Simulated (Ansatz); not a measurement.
# C (R-3m) in Ansatz: a series of runs

One crystal, C, is run at these levels: PBEsol; tasks: single point, equation of state.

Everything below comes from runs of Ansatz 0.2.0. Logs are shortened: lines on timing, memory, paths and dates and some standing lists are left out, and cuts for length are marked.

**1. The structure**

Symmetry: R-3m, No. 166, trigonal system. Conventional cell: a = 2.466 Å, b = 2.466 Å, c = 24.848 Å, α = 90.00°, β = 90.00°, γ = 120.00°. C (site symmetry 3m) is surrounded by 3 C at 1.42 Å. Around C (site symmetry 3m) lie 3 C at 1.42 Å.

This isn't the form of C at room conditions, which is graphite.

**2. Single point, PBEsol, 10.25 Å³/atom (volume scaled by 0.94)**

The input, input.yaml:

```yaml
crystal:
  lattice:
    - [1.2080139297, 0.6974471676, 8.1135346977]
    - [-1.2080139297, 0.6974471676, 8.1135346977]
    - [0.0, -1.394894335, 8.1135346977]
  atoms:
    - { symbol: C, position: [0.08717308, 0.08717308, 0.08717308] }
    - { symbol: C, position: [0.75385006, 0.75385006, 0.75385006] }
    - { symbol: C, position: [0.24614994, 0.24614994, 0.24614994] }
    - { symbol: C, position: [0.91282692, 0.91282692, 0.91282692] }
kpoints:
  mp_grid: { grid: [12, 12, 12] }
scf:
  occupations: { method: fermi_dirac, width: 0.05 }
hamiltonian:
  xc: pbesol
  pseudopotentials: { kind: all_electron, lapw: { basis_error: 0.002 } }
output:
  forces: true
  stress: true
  eigenvalues: true
```

Potentials or basis: all-electron LAPW, scalar-relativistic.

Command:

```bash
ansatz run input.yaml --threads 2 --pin off --max-ram 6144MiB --backend cpu --events-out ev --progress --plain --runs-dir out
```

What it wrote:

```text
Warning: RAYON_NUM_THREADS=2 ignored (pool sized by the plan → 2); use --threads N
LAPW: plane waves up to 11.437 Å⁻¹, error target 2.0e-3 eV per atom; small_component_spin mean_spin; C in spheres of 0.697 Å, 6 of its electrons in bands, Dirac shells [] (how accurate: hamiltonian.pseudopotentials.lapw.basis_error, Limitations)
Engine: ansatz 0.2.0, aarch64-unknown-linux-gnu
Pseudopotentials: kind: all_electron
Pseudopotential: C, LAPW, valence charge 6, lapw/all_electron/scalar/gaussian/C, Koelling and Harmon's equation, gaussian nucleus
Functional definition: PBEsol
  exchange = pbesol_x
  correlation = pbesol_c
Crystal: 4 atoms, lattice volume = 41.015 Å³
Basis set: ecut = 498.3454175880986 eV, 1073 PW (Γ), FFT grids on a1−a3, a2−a3, a3, exchange–correlation at level 2
Bands: 16, of which v1, the nominal top of the filled ones, is band 12 counted from 1 (11 counted from 0)
Symmetry: 12 space group operations
Space group: R-3m (ITA 166), of the structure as read, at distance tolerance 3.4e-5 Å
k-points: 189 of 1728
Non-local potential: C, projectors of the file, none
Initial density: superposition of atomic densities (chi_scale 0.1, normalization cell)
Initial wavefunctions: plane waves of lowest kinetic energy (no species holds an atomic orbital)
Functional: x = pbesol(κ = 0.804, μ = 0.12345679012345678), c = pbesol(β = 0.046)
iter 1 solved again at ethr=2.51e-2 eV; its pass at ethr=1.00e-1 eV (dr2=6.02e0 eV) is discarded
SCF iter   1: F=—  HF=-4133.375244 eV  |F-HF|=—  |Δ(HF+E_count)|=         —  Δρ=1.27e-1  dr2=6.06e0  ethr=2.51e-2  ⟨swp⟩=2.4  Hψ=20174  notcnv=0
preconditioner: auto → LDOS  [insulator: Δε(μ)=0.140 eV  Ē_g=16.926 eV  σ=0.050 eV  W_gap=0.60  n_scr=6 (ndim 8)  ℏωp=23.2 eV  f_vac=0.180  D(μ)=0.28/eV (n_scr^D=2)  ε∞_Penn≈2.9  β→1.0]
iter 2 solved again at ethr=1.54e-3 eV; its pass at ethr=2.51e-2 eV (dr2=3.69e-1 eV) is discarded
SCF iter   2: F=—  HF=-4130.547716 eV  |F-HF|=—  |Δ(HF+E_count)|=    2.83e0  Δρ=3.18e-2  dr2=3.68e-1  ethr=1.54e-3  ⟨swp⟩=2.1  Hψ=16592  notcnv=0  defer=7
preconditioner: auto → none  [insulator: Δε(μ)=0.224 eV  Ē_g=15.404 eV  σ=0.050 eV  W_gap=0.81  n_scr=6 (ndim 8)  ℏωp=23.2 eV  f_vac=0.297  D(μ)=0.12/eV (n_scr^D=0)  ε∞_Penn≈3.3  β→0.5]
SCF iter   3: F=—  HF=-4130.378039 eV  |F-HF|=—  |Δ(HF+E_count)|=         —  Δρ=3.74e-3  dr2=2.63e-3  ethr=1.53e-3  ⟨swp⟩=3.1  Hψ=9810  notcnv=0  defer=1
the basis was enlarged: its passes take 46.8 KiB over the memory plan, 2 of 2 planned eigensolver slots
SCF iter   4: F=—  HF=-4130.380426 eV  |F-HF|=—  |Δ(HF+E_count)|=   2.39e-3  Δρ=1.89e-3  dr2=3.58e-3  ethr=1.10e-5  ⟨swp⟩=3.0  Hψ=9120  notcnv=0
SCF iter   5: F=—  HF=-4130.379517 eV  |F-HF|=—  |Δ(HF+E_count)|=   9.09e-4  Δρ=2.49e-4  dr2=3.20e-5  ethr=1.10e-5  ⟨swp⟩=3.0  Hψ=7784  notcnv=0
SCF iter   6: F=—  HF=-4130.379513 eV  |F-HF|=—  |Δ(HF+E_count)|=   4.25e-6  Δρ=1.21e-4  dr2=7.06e-6  ethr=1.33e-7  ⟨swp⟩=3.0  Hψ=8296  notcnv=0
SCF iter   7: F=—  HF=-4130.379511 eV  |F-HF|=—  |Δ(HF+E_count)|=   1.72e-6  Δρ=3.01e-5  dr2=1.96e-7  ethr=2.94e-8  ⟨swp⟩=3.0  Hψ=7314  notcnv=0
SCF iter   8: F=-4130.379512 eV  HF=-4130.379512 eV  |F-HF|=3.34e-10  |Δ(HF+E_count)|=   1.29e-7  Δρ=3.90e-6  dr2=3.78e-9  ethr=8.15e-10  ⟨swp⟩=3.0  Hψ=8328  notcnv=0
SCF 1 converged in 8 iterations: F = -4130.379512 eV  dr2 = 3.78e-9
SCF converged after 8 iterations
Free energy (F): -4130.379512 eV
Harris-Foulkes:  -4130.379512 eV  (|F-HF|=3.34e-10)
Internal energy: -4130.378134 eV  (E = F + TS)
E sigma→0 (E₀):  -4130.378823 eV
Entropy (-TS):   -0.001377 eV (-0.344 meV/atom)
Fermi energy:    5.578009 eV
--- Per-component energies (eV) ---
  E_band       = -2130.137124
  E_kinetic    = 4123.611917
  E_xc         = -572.768277
  E_electrostatic = -7681.221774  (all electrons and nuclei)
  E_smearing   = -0.001377  (= −TS)
  E_closure    = 0.000000  (closes the sum)
  E_atoms      = -4091.869433  (free atoms, spherical and without spin; not in F)
  Σ components = -4130.379512   (vs F -4130.379512, Δ=0.00e0)
  Basis errors (estimates in eV, not in F): energy 1.4e-3 per atom: plane waves 1.4e-3 (8.6e-4 summed), levels above the bands 1.5e-73, relativity 9.9e-9, radial functions 9.1e-5, core shells 0.0e0; eigenvalues (radial functions only) 4.1e-6; not estimated: angular momenta, meshes, grids; target (lapw.basis_error) 2.0e-3; muffin-tin radii C 0.697 Å
--- Forces (eV/Å), atoms counted from 1 ---
  atom   1  C      0.00000000     0.00000000     0.00166908
  atom   2  C     -0.00000000    -0.00000000    -0.00547161
  atom   3  C      0.00000000     0.00000000     0.00547161
  atom   4  C     -0.00000000    -0.00000000    -0.00166908
  max |Σ_I F_I| component: 2.17e-19 eV/Å
--- Stress (GPa, compression-positive) ---
       19.760384      -0.000000      -0.000000
       -0.000000      19.760384      -0.000000
       -0.000000      -0.000000      -0.154362
  P = ⅓ Tr σ = 13.1221 GPa (131.221 kbar)
--- Band table (eV; the first three rows and the last of 189) ---
  k-point 0: bands = ["-258.7227", "-258.7227", "-258.6888", "-258.6888", "-14.4285", "-14.3654", "-2.8227", "-2.1411", "2.5941", "2.5941", "2.5968", "2.5968", "8.5241", "12.3874", "14.2677", "14.2677"]
  k-point 1: bands = ["-258.7222", "-258.7222", "-258.6893", "-258.6893", "-14.2581", "-14.1960", "-2.6129", "-1.9388", "1.9274", "1.9316", "2.2307", "2.2337", "8.7496", "12.5751", "14.3343", "14.3463"]
  k-point 2: bands = ["-258.7207", "-258.7207", "-258.6908", "-258.6908", "-13.7485", "-13.6893", "-1.9885", "-1.3374", "0.2421", "0.2500", "1.3845", "1.3878", "9.4271", "13.1214", "14.3167", "14.3495"]
  k-point 188: bands = ["-258.7227", "-258.7227", "-258.6888", "-258.6888", "-14.4105", "-14.3839", "-2.5990", "-2.3984", "2.5936", "2.5936", "2.5974", "2.5974", "9.8333", "10.1861", "14.2655", "14.2655"]
```

It took 39 s on 2 threads of Arm Neoverse V1, shared host; peak memory 0.66 GiB.

Results:

```
Free energy            : -4130.3795 eV
Pressure               : 13.1 GPa
Largest force          : 0.005 eV/Å
Band gap on the k mesh : 0.21 eV, direct
```

**3. Single point, PBEsol, 10.47 Å³/atom (volume scaled by 0.96)**

input.yaml, as its differences from that of step 2:

```diff
@@ -2,5 +2,5 @@
   lattice:
-    - [1.2080139297, 0.6974471676, 8.1135346977]
-    - [-1.2080139297, 0.6974471676, 8.1135346977]
-    - [0.0, -1.394894335, 8.1135346977]
+    - [1.2165213504, 0.7023589292, 8.1706741485]
+    - [-1.2165213504, 0.7023589292, 8.1706741485]
+    - [0.0, -1.4047178582, 8.1706741485]
   atoms:
```

Potentials or basis: all-electron LAPW, scalar-relativistic.

Command:

```bash
ansatz run input.yaml --threads 2 --pin off --max-ram 6144MiB --backend cpu --events-out ev --progress --plain --runs-dir out
```

It took 42 s on 2 threads of Arm Neoverse V1, shared host; peak memory 0.66 GiB.

Results (log left out):

- Free energy: -4130.4357 eV
- Pressure: 7.6 GPa
- Largest force: 0.005 eV/Å
- Band gap on the k mesh: 0.20 eV, direct

**4. Single point, PBEsol, 10.69 Å³/atom (volume scaled by 0.98)**

input.yaml, as its differences from that of step 3:

```diff
@@ -2,5 +2,5 @@
   lattice:
-    - [1.2165213504, 0.7023589292, 8.1706741485]
-    - [-1.2165213504, 0.7023589292, 8.1706741485]
-    - [0.0, -1.4047178582, 8.1706741485]
+    - [1.2249114179, 0.7072029369, 8.2270254061]
+    - [-1.2249114179, 0.7072029369, 8.2270254061]
+    - [0.0, -1.4144058737, 8.2270254061]
   atoms:
```

Command:

```bash
ansatz run input.yaml --threads 2 --pin off --max-ram 6144MiB --backend cpu --events-out ev --progress --plain --runs-dir out
```

Wall time 39 s (2 threads of Arm Neoverse V1, shared host); peak memory 0.66 GiB.

It converged, with:

```
Free energy            : -4130.4629 eV
Pressure               : 2.5 GPa
Largest force          : 0.005 eV/Å
Band gap on the k mesh : 0.19 eV, direct
```

**5. Single point, PBEsol, 10.91 Å³/atom**

input.yaml, as its differences from that of step 4:

```diff
@@ -2,5 +2,5 @@
   lattice:
-    - [1.2249114179, 0.7072029369, 8.2270254061]
-    - [-1.2249114179, 0.7072029369, 8.2270254061]
-    - [0.0, -1.4144058737, 8.2270254061]
+    - [1.2331880975, 0.7119814801, 8.2826151019]
+    - [-1.2331880975, 0.7119814801, 8.2826151019]
+    - [0.0, -1.4239629601, 8.2826151019]
   atoms:
```

Command:

```bash
ansatz run input.yaml --threads 2 --pin off --max-ram 6144MiB --backend cpu --events-out ev --progress --plain --runs-dir out
```

Run time: 38 s. Hardware: 2 threads of Arm Neoverse V1, shared host; peak memory 0.67 GiB.

Results (log left out):

```
Free energy            : -4130.4638 eV
Pressure               : -2.1 GPa
Largest force          : 0.005 eV/Å
Band gap on the k mesh : 0.19 eV, direct
```

**6. Single point, PBEsol, 11.13 Å³/atom (volume scaled by 1.02)**

input.yaml, as its differences from that of step 5:

```diff
@@ -2,5 +2,5 @@
   lattice:
-    - [1.2331880975, 0.7119814801, 8.2826151019]
-    - [-1.2331880975, 0.7119814801, 8.2826151019]
-    - [0.0, -1.4239629601, 8.2826151019]
+    - [1.2413551441, 0.7166967267, 8.3374684561]
+    - [-1.2413551441, 0.7166967267, 8.3374684561]
+    - [0.0, -1.4333934532, 8.3374684561]
   atoms:
```

Potentials or basis: all-electron LAPW, scalar-relativistic.

Command:

```bash
ansatz run input.yaml --threads 2 --pin off --max-ram 6144MiB --backend cpu --events-out ev --progress --plain --runs-dir out
```

Wall time 38 s (2 threads of Arm Neoverse V1, shared host); peak memory 0.67 GiB.

The run converged. Its results:

```
Free energy            : -4130.4407 eV
Pressure               : -6.3 GPa
Largest force          : 0.004 eV/Å
Band gap on the k mesh : 0.18 eV, direct
```

**7. Single point, PBEsol, 11.34 Å³/atom (volume scaled by 1.04)**

input.yaml, as its differences from that of step 6:

```diff
@@ -2,5 +2,5 @@
   lattice:
-    - [1.2413551441, 0.7166967267, 8.3374684561]
-    - [-1.2413551441, 0.7166967267, 8.3374684561]
-    - [0.0, -1.4333934532, 8.3374684561]
+    - [1.2494161177, 0.7213507319, 8.3916093787]
+    - [-1.2494161177, 0.7213507319, 8.3916093787]
+    - [0.0, -1.4427014637, 8.3916093787]
   atoms:
```

Command:

```bash
ansatz run input.yaml --threads 2 --pin off --max-ram 6144MiB --backend cpu --events-out ev --progress --plain --runs-dir out
```

Wall time 36 s (2 threads of Arm Neoverse V1, shared host); peak memory 0.67 GiB.

It converged, with:

```yaml
Free_energy: -4130.3957 eV
Pressure: -10.2 GPa
Largest_force: 0.004 eV/Å
Band_gap_on_the_k_mesh: 0.17 eV, direct
```

**8. Single point, PBEsol, 11.56 Å³/atom (volume scaled by 1.06)**

input.yaml, as its differences from that of step 7:

```diff
@@ -2,5 +2,5 @@
   lattice:
-    - [1.2494161177, 0.7213507319, 8.3916093787]
-    - [-1.2494161177, 0.7213507319, 8.3916093787]
-    - [0.0, -1.4427014637, 8.3916093787]
+    - [1.2573743967, 0.7259454464, 8.4450605611]
+    - [-1.2573743967, 0.7259454464, 8.4450605611]
+    - [0.0, -1.4518908928, 8.4450605611]
   atoms:
```

Command:

```bash
ansatz run input.yaml --threads 2 --pin off --max-ram 6144MiB --backend cpu --events-out ev --progress --plain --runs-dir out
```

Run time: 36 s. Hardware: 2 threads of Arm Neoverse V1, shared host; peak memory 0.67 GiB.

The run converged. Its results:

- Free energy: -4130.3307 eV
- Pressure: -13.7 GPa
- Largest force: 0.004 eV/Å
- Band gap on the k mesh: 0.17 eV, direct

**9. Equation of state, PBEsol**

Potentials or basis: all-electron LAPW, scalar-relativistic.

This step only gathers the single runs of the series.

Results:

- Equilibrium volume: 10.81 Å³/atom
- Bulk modulus at fixed shape and positions: 228 GPa
- Pressure derivative of the bulk modulus: 3.6

Energy against volume, from the lowest point:
```
volume (Å³/atom)  energy (meV/atom)
          10.254              21.08
          10.472               7.05
          10.690               0.23
          10.908               0.00
          11.126               5.78
          11.345              17.03
          11.563              33.29
```

Caveat: the cell was scaled at fixed shape and fractional positions, which overstates the stiffness of a crystal with free parameters, most of all of layers and chains.
